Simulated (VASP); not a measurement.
Wanted: the native input for a VASP 6.6.1 run.

- Task: single point
- Functional: PBE
- Dispersion: D3(BJ)
- Potentials or basis: VASP PAW PBE potentials, release 64 (Ti_sv, Se)
- Cutoff: 520 eV
- k mesh: 12 × 12 × 6
- Occupations: gaussian, width 0.05 eV
- Spin: no spin polarisation
- Dipole correction: no
- Further INCAR settings: ALGO = Normal; EDIFF = 1e-07; NBANDS = 19

The structure of TiSe2 lies in POSCAR:

```
TiSe2
1.0
    3.4825660007      0.0000000000      0.0000000000
   -1.7412830004      3.0159906270      0.0000000000
    0.0000000000      0.0000000000      5.8593270092
Ti Se
1 2
Direct
    0.0000000000      0.0000000000      0.0000000000
    0.3333333333      0.6666666667      0.2649368735
    0.6666666667      0.3333333333      0.7350631265
```

The input as run:

INCAR

```
PREC = Accurate
ENCUT = 520
EDIFF = 1E-7
ISMEAR = 0
SIGMA = 0.05
LREAL = False
LASPH = True
NELM = 100
ALGO = Normal
ISIF = 2
LWAVE = False
LCHARG = False
GGA = PE
IVDW = 12
NBANDS = 19
```

KPOINTS

```
Automatic mesh
0
Gamma
  12 12 6
```

Potentials or basis: VASP PAW PBE potentials, release 64 (Ti_sv, Se).

Command:

```console
$ cat potpaw_PBE.64/Ti_sv/POTCAR potpaw_PBE.64/Se/POTCAR > POTCAR
$ mpirun -np 1 vasp_std > vasp.out
```

Results of the run:

- Pressure: 0.1 GPa
- Largest force: 0.019 eV/Å
- Band gap on the k mesh: none (metal or under the smearing width)
- Dispersion energy per atom: -0.451 eV

Caveat: pairwise dispersion overbinds metals, which lowers pressure and volume.

Run time: 2.4 min on 1 thread of AMD EPYC 7R13 Processor (Zen 3), on a shared host, peak memory 0.24 GiB.
